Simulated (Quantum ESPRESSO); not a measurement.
TiAl3: single point with PBE

TiAl3:

```
Ti Al
1.0
    -1.91111    1.91111    4.28067
     1.91111   -1.91111    4.28067
     1.91111    1.91111   -4.28067
Ti Al
1 3
Direct
  0.00000 0.00000 0.00000
  0.25000 0.75000 0.50000
  0.75000 0.25000 0.50000
  0.50000 0.50000 0.00000
```

The cell comes from a database or a generator and needn't be the stable form of this composition.

```yaml
Program: Quantum ESPRESSO 7.5
Task: single point
Functional: PBE
Potentials_or_basis: SSSP 1.3 efficiency PBE
Cutoff: 748 eV
Density_cutoff: 5987 eV
k_mesh: 10 × 10 × 10
Occupations: fermi-dirac, width 0.05 eV
Spin: no spin polarisation
```

```yaml
Pressure: 2.1 GPa
Band_gap_on_the_k_mesh: none (metal or under the smearing width)
```

Stress tensor (GPa, compression positive):
```
2.14 0.00 0.00
0.00 2.14 0.00
0.00 0.00 1.99
```

Levels at points of the mesh, in eV from the Fermi level:
| k point | band 7 | band 8 | band 9 | band 10 | band 11 | band 12 | band 13 | band 14 | band 15 | band 16 |
| --- | --- | --- | --- | --- | --- | --- | --- | --- | --- | --- |
| (0.00, 0.00, 0.00) | -2.63 | -1.41 | -1.23 | -1.23 | 0.84 | 1.75 | 1.75 | 2.24 | 2.47 | 3.83 |
| (0.00, 0.00, -0.50) | -4.39 | -3.77 | -2.72 | -2.21 | -0.99 | 1.79 | 1.97 | 2.71 | 2.86 | 3.23 |
| (0.00, -0.50, 0.00) | -3.62 | -2.96 | -1.06 | -0.26 | 0.51 | 1.83 | 2.09 | 2.74 | 3.18 | 4.52 |
| (-0.50, -0.50, -0.50) | -2.00 | -0.92 | -0.92 | -0.23 | 0.71 | 0.71 | 0.96 | 3.09 | 4.78 | 6.13 |

It took 97 s on 2 MPI ranks on Arm Neoverse V1, with other jobs on the host, peak memory 0.44 GiB a rank.
